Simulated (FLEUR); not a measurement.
The system is MgSe.

```
CELL_PARAMETERS angstrom
0.00000 2.72550 2.72550
2.72550 0.00000 2.72550
2.72550 2.72550 0.00000
ATOMIC_POSITIONS crystal
Se 0.50000 0.50000 0.50000
Mg 0.00000 0.00000 0.00000
```

| Quantity | Value |
| --- | --- |
| Program | FLEUR MaX-R8.1 (later development tree) |
| Task | single point |
| Functional | PBE |
| Potentials or basis | all-electron |
| Basis | FLAPW |
| Kmax | 4.52 1/bohr |
| k mesh | 8 × 8 × 8 |
| Occupations | fermi-dirac, width 0.05 eV |
| Spin | no spin polarisation |
| Gmax | 14 1/bohr |
| Muffin-tin radii | Se 2.46, Mg 2.17 bohr |
| lmax | Se 10, Mg 9 |
| Local orbitals a species | Se 4, Mg 5 |
| Max iterations | 60 |
| Mixing factor | 0.05 |
| Mixer | Anderson |
| Mixer history | 15 |
| Density convergence | 1e-05 me/bohr^3 |

On this cell: largest force zero by symmetry; band gap on the k mesh 1.82 eV, indirect (least direct gap 2.61 eV).

The same run follows on a disturbed copy (atoms moved at random, drawn with an rms of 0.05 Å):

```xyz
2
Lattice="0.0000 2.7255 2.7255 2.7255 0.0000 2.7255 2.7255 2.7255 0.0000" Properties=species:S:1:pos:R:3 pbc="T T T"
Se    2.7313    2.6832    2.7022
Mg   -0.0481   -0.0144   -0.0162
```

Problem. What does the disturbed cell give?

Solution. The energy moves by +2.3 meV/atom; largest force 0.154 eV/Å; band gap on the k mesh 1.82 eV, indirect (least direct gap 2.60 eV).

Forces in eV/Å, atoms in the order of the input:
```
Se  -0.137  0.070  0.018
Mg   0.137 -0.070 -0.017
```

A k mesh can miss the band edges.
